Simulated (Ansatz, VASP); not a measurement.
**Pt: VASP beside Ansatz**

```
Pt
1.0
     0.00000    1.95969    1.95969
     1.95969    0.00000    1.95969
     1.95969    1.95969    0.00000
Pt
1
Cartesian
  0.0000 0.0000 0.0000
```

Alike in both runs: task relaxation of cell and atoms; functional PBEsol; k mesh 18 × 18 × 18; occupations fermi-dirac, width 0.08 eV; no spin polarisation.

|  | VASP | Ansatz |
| --- | --- | --- |
| version | VASP 6.6.1 | Ansatz 0.2.0 |
| potentials or method | VASP PAW PBE potentials, release 64 (Pt) | PAW with Ansatz's default frozen-core files, scalar-relativistic |
| plane-wave cutoff (eV) | 600 | 420 |
| valence electrons in the cell | 10 | 18 |

Ansatz gave:

- relaxed volume (Å³/atom): 15.05
- relaxed cell length with the largest relative difference (Å): 2.771

**Question.** What did VASP give for the same quantities?

**Answer.** Relaxed volume (Å³/atom): 15.03; relaxed cell length with the largest relative difference (Å): 2.770.

The two sets of potentials don't hold the same shells in valence.

Caveats: the PAW data sets were made with another functional, which shifts forces and pressure a little (VASP). Spin-orbit coupling is left out, which matters for the levels of Pt.
